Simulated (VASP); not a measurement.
## CdTe: input slips in a phonon run and what they do

Aim: see how common mistakes in a phonon run show up, on CdTe. The starting structure is a measured crystal structure from the Crystallography Open Database.

Main program and level: VASP 6.6.1; Kohn-Sham DFT with plane waves and PAW; LDA.

## (1) The structure

It takes space group F-43m (No. 216, cubic). The conventional cell has a = 6.480 Å, b = 6.480 Å, c = 6.480 Å, α = 90.00°, β = 90.00°, γ = 90.00°. Nearest to Te lie 4 Cd at 2.81 Å. Nearest to Cd lie 4 Te at 2.81 Å. Farther neighbours and most contacts between anions are not listed.

Coordinates:

```xyz
2
Lattice="0.0000 3.2400 3.2400 3.2400 0.0000 3.2400 3.2400 3.2400 0.0000" Properties=species:S:1:pos:R:3 pbc="T T T"
Te    4.8600    4.8600    4.8600
Cd    0.0000    0.0000    0.0000
```

## (2) Reference modes

The cell comes from a relaxation at this level, not shown (66.12 Å³).

INCAR

```
SYSTEM = CdTe
PREC = Accurate
ENCUT = 450
EDIFF = 1E-08
NELM = 100
ISMEAR = 0
SIGMA = 0.03
LREAL = .FALSE.
ALGO = Normal
GGA = CA
NBANDS = 15
LORBIT = 11
LWAVE = .FALSE.
LCHARG = .FALSE.
KPAR = 2
IBRION = 8
LEPSILON = .TRUE.
ISIF = 2
```

POSCAR

```
CdTe
1.0
    0.0000000000      3.2094696743      3.2094696743
    3.2094696743      0.0000000000      3.2094696743
    3.2094696743      3.2094696743      0.0000000000
Te Cd
1 1
Direct
    0.7500000000      0.7500000000      0.7500000000
    0.0000000000      0.0000000000      0.0000000000
```

KPOINTS

```
Automatic mesh
0
Gamma
6 6 6
0 0 0
```

The projector-augmented-wave data sets are Te and Cd (LDA family, release 64).

Run with:

```sh
mpirun -np 2 vasp_std
```

The log of the run:

```text
[banner, memory and clock lines left out]
running    2 mpi-ranks, on    1 nodes
 distrk:  each k-point on    1 cores,    2 groups
 distr:  one band on    1 cores,    1 groups

 POSCAR found type information on POSCAR TeCd
 POSCAR found :  2 types and       2 ions
 LDA part: xc-table for (Slater(with rela. corr.)+CA(PZ))
 , standard interpolation
 POSCAR, INCAR and KPOINTS ok, starting setup
 FFT: planning ... GRIDC
 FFT: planning ... GRID_SOFT
 FFT: planning ... GRID
 WAVECAR not read
 entering main loop
       N       E                     dE             d eps       ncg     rms          rms(c)
DAV:   1     0.934839797786E+02    0.93484E+02   -0.78227E+03   496   0.938E+02
DAV:   2    -0.271434863721E+01   -0.96198E+02   -0.92220E+02   543   0.239E+02
DAV:   3    -0.625471526534E+01   -0.35404E+01   -0.35339E+01   606   0.479E+01
DAV:   4    -0.628844713650E+01   -0.33732E-01   -0.33730E-01   699   0.403E+00
DAV:   5    -0.628852514593E+01   -0.78009E-04   -0.78009E-04   613   0.185E-01    0.598E+00
DAV:   6    -0.606834536700E+01    0.22018E+00   -0.39089E-01   529   0.829E+00    0.483E+00
DAV:   7    -0.604627539977E+01    0.22070E-01   -0.98302E-02   564   0.219E+00    0.177E+00
DAV:   8    -0.604433752901E+01    0.19379E-02   -0.10340E-02   557   0.128E+00    0.471E-01
DAV:   9    -0.604405500345E+01    0.28253E-03   -0.77060E-04   592   0.314E-01    0.125E-01
DAV:  10    -0.604404424738E+01    0.10756E-04   -0.90657E-05   581   0.878E-02    0.574E-02
DAV:  11    -0.604404825785E+01   -0.40105E-05   -0.21607E-05   572   0.422E-02    0.328E-02
DAV:  12    -0.604404727570E+01    0.98215E-06   -0.21194E-06   508   0.123E-02    0.164E-02
DAV:  13    -0.604404720333E+01    0.72373E-07   -0.60769E-07   606   0.361E-03    0.311E-03
DAV:  14    -0.604404719560E+01    0.77225E-08   -0.53900E-08   585   0.263E-03
   1 F= -.60440472E+01 E0= -.60440472E+01  d E =-.161829E-18
 Linear response reoptimize wavefunctions to high precision
DAV:   1    -0.604404719355E+01    0.20573E-08   -0.71058E-09   557   0.788E-04
DAV:   2    -0.604404719355E+01   -0.27285E-11   -0.22582E-10   331   0.108E-04
 Linear response G [H, r] |phi>, progress :
  Direction:   1
       N       E                     dE             d eps       ncg     rms
RMM:   1    -0.865978651659E+02   -0.86598E+02    0.13946E+02   927   0.676E+01
RMM:   2    -0.891420816606E+02   -0.25442E+01   -0.72046E+00   801   0.160E+01
RMM:   3    -0.892056556473E+02   -0.63574E-01   -0.22576E-01   824   0.267E+00
RMM:   4    -0.892097755219E+02   -0.41199E-02   -0.58568E-03   832   0.410E-01
RMM:   5    -0.892098767558E+02   -0.10123E-03   -0.25351E-04   855   0.857E-02
RMM:   6    -0.892098848644E+02   -0.81087E-05    0.11680E-05   862   0.193E-02
RMM:   7    -0.892098872338E+02   -0.23693E-05    0.86635E-06   864   0.501E-03
RMM:   8    -0.892098877219E+02   -0.48809E-06   -0.21551E-05   819   0.148E-03
RMM:   9    -0.892098881296E+02   -0.40778E-06    0.28202E-05   689   0.689E-04
RMM:  10    -0.892098880394E+02    0.90250E-07    0.52867E-05   599   0.525E-04
RMM:  11    -0.892098878818E+02    0.15759E-06    0.54244E-05   552   0.462E-04
RMM:  12    -0.892098878333E+02    0.48561E-07    0.37310E-05   486   0.466E-04
RMM:  13    -0.892098878891E+02   -0.55860E-07    0.16448E-05   460   0.443E-04
RMM:  14    -0.892098878589E+02    0.30181E-07    0.44678E-05   425   0.470E-04
 Linear response G [H, r] |phi>, progress :
  Direction:   2
       N       E                     dE             d eps       ncg     rms
RMM:   1    -0.881685538034E+02   -0.88169E+02    0.99086E+01   923   0.665E+01
RMM:   2    -0.905799798810E+02   -0.24114E+01   -0.69780E+00   793   0.158E+01
RMM:   3    -0.906469130939E+02   -0.66933E-01   -0.21197E-01   813   0.264E+00
RMM:   4    -0.906505544467E+02   -0.36414E-02   -0.55807E-03   831   0.401E-01
RMM:   5    -0.906506417020E+02   -0.87255E-04   -0.24978E-04   858   0.853E-02
RMM:   6    -0.906506498968E+02   -0.81948E-05    0.27771E-06   861   0.186E-02
RMM:   7    -0.906506520178E+02   -0.21210E-05    0.70013E-07   868   0.478E-03
RMM:   8    -0.906506526281E+02   -0.61033E-06   -0.59122E-06   798   0.134E-03
RMM:   9    -0.906506525032E+02    0.12499E-06   -0.31336E-05   690   0.590E-04
RMM:  10    -0.906506525930E+02   -0.89842E-07   -0.58298E-05   600   0.417E-04
RMM:  11    -0.906506527828E+02   -0.18982E-06   -0.35917E-05   552   0.392E-04
RMM:  12    -0.906506528242E+02   -0.41358E-07   -0.59384E-05   481   0.364E-04
RMM:  13    -0.906506528585E+02   -0.34306E-07   -0.47726E-05   454   0.376E-04
RMM:  14    -0.906506528516E+02    0.69176E-08   -0.48708E-05   415   0.372E-04
 Linear response G [H, r] |phi>, progress :
  Direction:   3
       N       E                     dE             d eps       ncg     rms
RMM:   1    -0.713484862120E+02   -0.71348E+02    0.26731E+02   875   0.695E+01
RMM:   2    -0.757946479674E+02   -0.44462E+01   -0.65634E+00   805   0.152E+01
RMM:   3    -0.758326721334E+02   -0.38024E-01   -0.19321E-01   814   0.238E+00
RMM:   4    -0.758354002348E+02   -0.27281E-02   -0.50061E-03   822   0.367E-01
RMM:   5    -0.758354416881E+02   -0.41453E-04   -0.20633E-04   831   0.691E-02
RMM:   6    -0.758354469792E+02   -0.52911E-05   -0.15599E-05   869   0.157E-02
RMM:   7    -0.758354471882E+02   -0.20901E-06   -0.13817E-06   838   0.419E-03
[...]
RMM:   7    -0.324382609283E+01   -0.72441E-03   -0.27166E-05  2271   0.148E-02    0.629E-03
RMM:   8    -0.324388490497E+01   -0.58812E-04   -0.69331E-05  2275   0.397E-03    0.121E-03
RMM:   9    -0.324391116443E+01   -0.26259E-04   -0.39453E-05  2227   0.141E-03    0.398E-04
RMM:  10    -0.324391436691E+01   -0.32025E-05   -0.37559E-06  2183   0.218E-04    0.155E-04
RMM:  11    -0.324391314839E+01    0.12185E-05   -0.37394E-06  1655   0.828E-05    0.166E-05
RMM:  12    -0.324391301182E+01    0.13657E-06   -0.78869E-07  1047   0.352E-05    0.108E-05
RMM:  13    -0.324391272215E+01    0.28967E-06   -0.15420E-07   760   0.379E-05    0.111E-06
 change of polarisation eV/A/(eV/A) component  1 :     6.259     1.120     0.325
 dielectric tensor                  component  1 :    18.130     3.065     0.891
 Linear response to external field, progress :
  Direction:   2
       N       E                     dE             d eps       ncg     rms          rms(c)
RMM:   1    -0.239908492245E+01   -0.23991E+01   -0.14365E+01  2793   0.328E+00
RMM:   2    -0.322117065792E+01   -0.82209E+00   -0.26064E-02  2230   0.709E-01    0.293E+00
RMM:   3    -0.317342303564E+01    0.47748E-01   -0.30763E-02  2197   0.896E-01    0.164E+00
RMM:   4    -0.322525281791E+01   -0.51830E-01   -0.46750E-02  2212   0.108E+00    0.205E-01
RMM:   5    -0.323945553812E+01   -0.14203E-01   -0.13834E-03  2212   0.208E-01    0.385E-02
RMM:   6    -0.324310240401E+01   -0.36469E-02   -0.73068E-05  2235   0.451E-02    0.212E-02
RMM:   7    -0.324382686120E+01   -0.72446E-03   -0.17787E-05  2269   0.148E-02    0.632E-03
RMM:   8    -0.324388457077E+01   -0.57710E-04   -0.23447E-05  2274   0.396E-03    0.122E-03
RMM:   9    -0.324391108410E+01   -0.26513E-04   -0.32372E-05  2236   0.140E-03    0.398E-04
RMM:  10    -0.324391438499E+01   -0.33009E-05   -0.58521E-06  2192   0.218E-04    0.154E-04
RMM:  11    -0.324391301063E+01    0.13744E-05   -0.15582E-06  1659   0.826E-05    0.166E-05
RMM:  12    -0.324391311383E+01   -0.10320E-06   -0.57027E-07  1043   0.352E-05    0.104E-05
RMM:  13    -0.324391286302E+01    0.25081E-06   -0.17616E-10   764   0.379E-05    0.111E-06
 change of polarisation eV/A/(eV/A) component  2 :     1.120     6.259     0.296
 dielectric tensor                  component  2 :     3.065    18.130     0.811
 Linear response to external field, progress :
  Direction:   3
       N       E                     dE             d eps       ncg     rms          rms(c)
RMM:   1    -0.241677795534E+01   -0.24168E+01   -0.14542E+01  2793   0.327E+00
RMM:   2    -0.322056965579E+01   -0.80379E+00   -0.18848E-02  2235   0.707E-01    0.293E+00
RMM:   3    -0.317341437998E+01    0.47155E-01   -0.30678E-02  2202   0.895E-01    0.164E+00
RMM:   4    -0.322523253601E+01   -0.51818E-01   -0.46401E-02  2210   0.108E+00    0.205E-01
RMM:   5    -0.323943790819E+01   -0.14205E-01   -0.13817E-03  2213   0.208E-01    0.386E-02
RMM:   6    -0.324310232437E+01   -0.36644E-02   -0.72638E-05  2238   0.451E-02    0.213E-02
RMM:   7    -0.324382599955E+01   -0.72368E-03   -0.25147E-05  2267   0.148E-02    0.630E-03
RMM:   8    -0.324388505145E+01   -0.59052E-04   -0.61241E-05  2281   0.397E-03    0.121E-03
RMM:   9    -0.324391150553E+01   -0.26454E-04   -0.22775E-05  2232   0.140E-03    0.397E-04
RMM:  10    -0.324391449308E+01   -0.29876E-05   -0.56724E-06  2181   0.217E-04    0.155E-04
RMM:  11    -0.324391318529E+01    0.13078E-05   -0.35272E-06  1644   0.828E-05    0.167E-05
RMM:  12    -0.324391318841E+01   -0.31233E-08   -0.97028E-07  1070   0.352E-05    0.107E-05
RMM:  13    -0.324391303530E+01    0.15311E-06    0.29544E-10   782   0.379E-05    0.112E-06
 change of polarisation eV/A/(eV/A) component  3 :     0.875     0.570     6.259
 dielectric tensor                  component  3 :     2.395     1.561    18.130
 Linear response DOF=           2
 Linear response progress:
  Degree of freedom:   1/  2
       N       E                     dE             d eps       ncg     rms          rms(c)
RMM:   1    -0.490257493254E-01   -0.49026E-01    0.71393E-02  3283   0.102E+00
RMM:   2    -0.493841823479E-01   -0.35843E-03   -0.17499E-03  2156   0.275E-01    0.112E-01
RMM:   3    -0.494667671320E-01   -0.82585E-04   -0.11757E-04  2228   0.611E-02    0.637E-02
RMM:   4    -0.495986491134E-01   -0.13188E-03   -0.32250E-05  2221   0.324E-02    0.611E-03
RMM:   5    -0.496056525988E-01   -0.70035E-05   -0.25211E-06  2274   0.572E-03    0.236E-03
RMM:   6    -0.496025212471E-01    0.31314E-05   -0.94778E-08  2284   0.158E-03    0.119E-03
RMM:   7    -0.496000336600E-01    0.24876E-05    0.15231E-07  2284   0.499E-04    0.345E-04
RMM:   8    -0.496004030771E-01   -0.36942E-06    0.34435E-08  2311   0.178E-04    0.574E-05
RMM:   9    -0.496003947897E-01    0.82874E-08    0.11857E-08  2318   0.404E-05    0.802E-06
 first order change of Fermi-energy   0.47884E-03
 force on displaced ion       1 direction 1 :  -4.876  -0.000  -0.000
 Born effective charge ion    1 direction 1 :  -2.639   0.000   0.000
 Linear response progress:
  Degree of freedom:   2/  2
       N       E                     dE             d eps       ncg     rms          rms(c)
RMM:   1    -0.432601439867E+00   -0.43260E+00   -0.22423E-01  2278   0.329E+00
RMM:   2    -0.432652536462E+00   -0.51097E-04   -0.21351E-03  2098   0.350E-01    0.102E-01
RMM:   3    -0.432317617362E+00    0.33492E-03   -0.39117E-05  2283   0.447E-02    0.591E-02
RMM:   4    -0.431938605071E+00    0.37901E-03   -0.23038E-05  2044   0.291E-02    0.731E-03
RMM:   5    -0.431940582481E+00   -0.19774E-05   -0.69980E-07  2391   0.569E-03    0.328E-03
RMM:   6    -0.431962098286E+00   -0.21516E-04   -0.36354E-07  2286   0.297E-03    0.551E-04
RMM:   7    -0.431962188391E+00   -0.90106E-07   -0.50745E-08  2378   0.571E-04    0.297E-04
RMM:   8    -0.431964266772E+00   -0.20784E-05   -0.64677E-09  2313   0.240E-04    0.466E-05
RMM:   9    -0.431963923027E+00    0.34375E-06    0.49842E-10  2403   0.518E-05    0.132E-05
RMM:  10    -0.431964007751E+00   -0.84724E-07    0.77962E-09  2345   0.291E-05    0.349E-06
RMM:  11    -0.431963979602E+00    0.28149E-07    0.75599E-09  2430   0.824E-06    0.826E-07
RMM:  12    -0.431963977776E+00    0.18265E-08    0.12817E-09  1797   0.392E-06    0.423E-07
 first order change of Fermi-energy  -0.11167E-03
 force on displaced ion       2 direction 1 :  -4.903  -0.000  -0.000
 Born effective charge ion    2 direction 1 :   2.294   0.000   0.000
 Born effective charges drift removed
 Linear response finished
```

It took 2.3 min on 2 MPI ranks of AMD EPYC 7R43, shared host; peak memory 0.43 GiB.

The logs omit lines about the potential files and the build; timing stands in the text.

Parts of OUTCAR (step 2):

```text
ion  position               nearest neighbor table
   1  0.750  0.750  0.750-   2 2.78   2 2.78   2 2.78   2 2.78
   2  0.000  0.000  0.000-   1 2.78   1 2.78   1 2.78   1 2.78

  LATTYP: Found a face centered cubic cell.
 ALAT       =     6.4189393486

 Subroutine GETGRP returns: Found 24 space group operations
 (whereof 24 operations were pure point group operations)

The static configuration has the point symmetry T_d .

 Found     16 irreducible k-points:

   k-points           NKPTS =     16   k-points in BZ     NKDIM =     16   number of bands    NBANDS=     15

   dimension x,y,z NGX =    32 NGY =   32 NGZ =   32
   dimension x,y,z NGXF=    64 NGYF=   64 NGZF=   64

   ENCUT  =  450.0 eV  33.07 Ry    5.75 a.u.   7.85  7.85  7.85*2*pi/ulx,y,z

   NELECT =      18.0000    total number of electrons

 k-points in reciprocal lattice and weights: Automatic mesh
   0.00000000  0.00000000  0.00000000       0.005
   0.16666667  0.00000000  0.00000000       0.037
   0.33333333  0.00000000  0.00000000       0.037
   0.50000000  0.00000000  0.00000000       0.019
   0.16666667  0.16666667  0.00000000       0.028
   0.33333333  0.16666667  0.00000000       0.111
   0.50000000  0.16666667  0.00000000       0.111
  -0.33333333  0.16666667  0.00000000       0.111
  -0.16666667  0.16666667  0.00000000       0.056
[...]
-0.33333333  0.33333333  0.16666667       0.111
  -0.33333333  0.50000000  0.16666667       0.056

 average (electrostatic) potential at core
       1 -92.0925       2 -39.6707

  Total       -0.0129397     -0.0129397     -0.0129397      0.0000000      0.0000000     -0.0000000
  in kB       -0.3135478     -0.3135478     -0.3135478      0.0000000      0.0000000     -0.0000000
  external PRESSURE =      -0.3135478 kB  Pullay stress =       0.0000000 kB

  energy-cutoff  :      450.00
  volume of cell :       66.12
      direct lattice vectors                 reciprocal lattice vectors
     0.000000000  3.209469674  3.209469674    -0.155788978  0.155788978  0.155788978
     3.209469674  0.000000000  3.209469674     0.155788978 -0.155788978  0.155788978
     3.209469674  3.209469674  0.000000000     0.155788978  0.155788978 -0.155788978

 POSITION                                       TOTAL-FORCE (eV/Angst)
 -----------------------------------------------------------------------------------
      4.81420      4.81420      4.81420        -0.000000      0.000000      0.000000
      0.00000      0.00000      0.00000         0.000000     -0.000000     -0.000000
 -----------------------------------------------------------------------------------
    total drift:                               -0.000000     -0.000000     -0.000000

 MACROSCOPIC STATIC DIELECTRIC TENSOR (including local field effects in DFT)
 ------------------------------------------------------
          18.129938     0.000000     0.000000
           0.000000    18.129938     0.000000
          -0.000000    -0.000000    18.129938
 ------------------------------------------------------

 PIEZOELECTRIC TENSOR (including local field effects)  for field in x, y, z        (C/m^2)
          XX          YY          ZZ          XY          YZ          ZX
  --------------------------------------------------------------------------------
  x     0.00000     0.00000    -0.00000     0.00000     0.77894     0.00000
  y    -0.00000    -0.00000     0.00000     0.00000     0.00000     0.77894
  z    -0.00000    -0.00000    -0.00000     0.77894     0.00000     0.00000

 BORN EFFECTIVE CHARGES (including local field effects) (in |e|, cummulative output)
 ---------------------------------------------------------------------------------
 ion    1
    1    -2.46788     0.00000     0.00000
    2     0.00000    -2.46788     0.00000
    3     0.00000     0.00000    -2.46788
 ion    2
    1     2.46788     0.00000     0.00000
    2     0.00000     2.46788     0.00000
    3     0.00000     0.00000     2.46788

 Eigenvectors and eigenvalues of the dynamical matrix
 ----------------------------------------------------

   1 f  =    4.472128 THz    28.099207 2PiTHz  149.174123 cm-1    18.495226 meV
             X         Y         Z           dx          dy          dz
      4.814205  4.814205  4.814205    -0.000000    0.683367    0.000000
      0.000000  0.000000  0.000000     0.000000   -0.730075    0.000000

   2 f  =    4.472128 THz    28.099207 2PiTHz  149.174123 cm-1    18.495226 meV
             X         Y         Z           dx          dy          dz
      4.814205  4.814205  4.814205     0.000000    0.000000   -0.683367
      0.000000  0.000000  0.000000     0.000000    0.000000    0.730075

   3 f  =    4.472128 THz    28.099207 2PiTHz  149.174123 cm-1    18.495226 meV
             X         Y         Z           dx          dy          dz
      4.814205  4.814205  4.814205     0.683367   -0.000000   -0.000000
      0.000000  0.000000  0.000000    -0.730075   -0.000000   -0.000000

   4 f/i=    0.006128 THz     0.038502 2PiTHz    0.204403 cm-1     0.025343 meV
             X         Y         Z           dx          dy          dz
      4.814205  4.814205  4.814205    -0.243833    0.684235   -0.073330
      0.000000  0.000000  0.000000    -0.228233    0.640460   -0.068639

   5 f/i=    0.006128 THz     0.038502 2PiTHz    0.204403 cm-1     0.025343 meV
             X         Y         Z           dx          dy          dz
      4.814205  4.814205  4.814205     0.687797    0.239814   -0.049337
      0.000000  0.000000  0.000000     0.643794    0.224472   -0.046181

   6 f/i=    0.006128 THz     0.038502 2PiTHz    0.204403 cm-1     0.025343 meV
             X         Y         Z           dx          dy          dz
      4.814205  4.814205  4.814205     0.022152    0.085561    0.724706
      0.000000  0.000000  0.000000     0.020735    0.080087    0.678341

 MACROSCOPIC STATIC DIELECTRIC TENSOR IONIC CONTRIBUTION
 ------------------------------------------------------
           3.408812     0.000000     0.000000
           0.000000     3.408812     0.000000
           0.000000     0.000000     3.408812
 ------------------------------------------------------

 ELASTIC MODULI CONTR FROM IONIC RELAXATION (kBar)
 Direction    XX          YY          ZZ          XY          YZ          ZX
 --------------------------------------------------------------------------------
 XX          -0.0000      0.0000     -0.0000      0.0000      0.0000     -0.0000
 YY           0.0000     -0.0000      0.0000      0.0000      0.0000      0.0000
 ZZ          -0.0000      0.0000     -0.0000     -0.0000      0.0000     -0.0000
 XY           0.0000      0.0000     -0.0000   -195.0097      0.0000      0.0000
 YZ           0.0000      0.0000      0.0000      0.0000   -195.0097      0.0000
 ZX          -0.0000      0.0000     -0.0000      0.0000      0.0000   -195.0097
 --------------------------------------------------------------------------------

 PIEZOELECTRIC TENSOR IONIC CONTR  for field in x, y, z        (C/m^2)
          XX          YY          ZZ          XY          YZ          ZX
  --------------------------------------------------------------------------------
  x     0.00000     0.00000     0.00000     0.00000    -0.76719     0.00000
  y    -0.00000     0.00000    -0.00000     0.00000     0.00000    -0.76719
  z     0.00000     0.00000    -0.00000    -0.76719     0.00000     0.00000
```

Energies printed during the response cycles are not total energies of the cell.

Reference: the zone-centre mode is T2 149.2 cm⁻¹.

(Part 1 of 2 ends here.)

[Lines on the potential files, build, host, timing and source positions are cut from VASP's logs without a mark.]

[Logs are printed without paths, hosts, clocks, repeated set-up lines and the standing remarks that a program may print on its own settings, such as how far it seeks lower states.]

[Hosts, paths, dates, database ids (printed as entryN), source tags and the programs' standing remarks are cut or masked in the printed files.]
